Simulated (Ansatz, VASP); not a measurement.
Two plane-wave programs on Sn

The input INCAR:

```
SYSTEM = Sn
  PREC = Accurate
  ENCUT = 520
  EDIFF = 1E-6
  ISMEAR = -1
  SIGMA = 0.05
  LREAL = .FALSE.
  LASPH = .TRUE.
  NELM = 150
  ALGO = Fast
  ISIF = 2
  LWAVE = .FALSE.
  LCHARG = .FALSE.
  MAGMOM = 0 0 0
  LORBIT = 11
  LSORBIT = .TRUE.
  GGA_COMPAT = .FALSE.
  LORBMOM = .TRUE.
  GGA = PS
  NBANDS = 25
```

File KPOINTS:

```
Automatic mesh
0
G
  10 10 10
  0 0 0
```

POSCAR

```
Sn
1.0
   -1.8946518192      1.8946518192      1.8946518192
    1.8946518192     -1.8946518192      1.8946518192
    1.8946518192      1.8946518192     -1.8946518192
Sn
1
Direct
    0.0000000000      0.0000000000      0.0000000000
```

input.yaml

```yaml
crystal:
  lattice:
    - [-1.8946518192, 1.8946518192, 1.8946518192]
    - [1.8946518192, -1.8946518192, 1.8946518192]
    - [1.8946518192, 1.8946518192, -1.8946518192]
  atoms:
    - { symbol: Sn, position: [0.0, 0.0, 0.0] }
hamiltonian:
  xc: pbesol
  pseudopotentials: { kind: paw_fr }
magnetization:
  noncollinear: true
  spin_orbit: true
kpoints:
  mp_grid: { grid: [10, 10, 10] }
  band_path:
    path:
      - [[0.0, 0.0, 0.0], [0.5, -0.5, 0.5], [0.0, 0.0, 0.5], [0.0, 0.0, 0.0], [0.25, 0.25, 0.25], [0.5, -0.5, 0.5]]
      - [[0.25, 0.25, 0.25], [0.0, 0.0, 0.5]]
    npoints: 14
scf:
  occupations: { method: fermi_dirac, width: 0.05 }
  n_extra_bands: 6
output:
  forces: true
  stress: true
  eigenvalues: true
  fatbands: false
```

This isn't the form of Sn at room conditions, which is tetragonal (white tin).

Alike in both runs: functional PBEsol; k mesh 10 × 10 × 10; occupations fermi-dirac, width 0.05 eV; non-collinear spin, spin-orbit coupling.

|  | VASP | Ansatz |
| --- | --- | --- |
| version | VASP 6.6.1 | Ansatz 0.2.0 |
| potentials or method | VASP PAW PBE potentials, release 64 (Sn_d) | Ansatz PAW |
| plane-wave cutoff (eV) | 520 | 420 |
| valence electrons in the cell | 14 | 14 |
| task | single point | band structure |

Ansatz gave:

| Quantity | Value |
| --- | --- |
| gap on the k mesh at the Fermi level (eV) | none |
| pressure (GPa) | -2.2 |
| net moment per atom (μB) | 0.00 |

Which values does VASP return?

gap on the k mesh at the Fermi level (eV): none; pressure (GPa): -2.3; net moment per atom (μB): 0.00.

A gap of «none» marks a metal or a gap that the smearing closes. With one functional, cell and mesh, what is left measures potentials, basis and numerics.

Caveats: the PAW data sets were made with another functional, which shifts forces and pressure a little (VASP); the PAW data sets come from PBE, with cores solved anew for the run's functional, which leaves a small shift of forces and pressure (Ansatz).
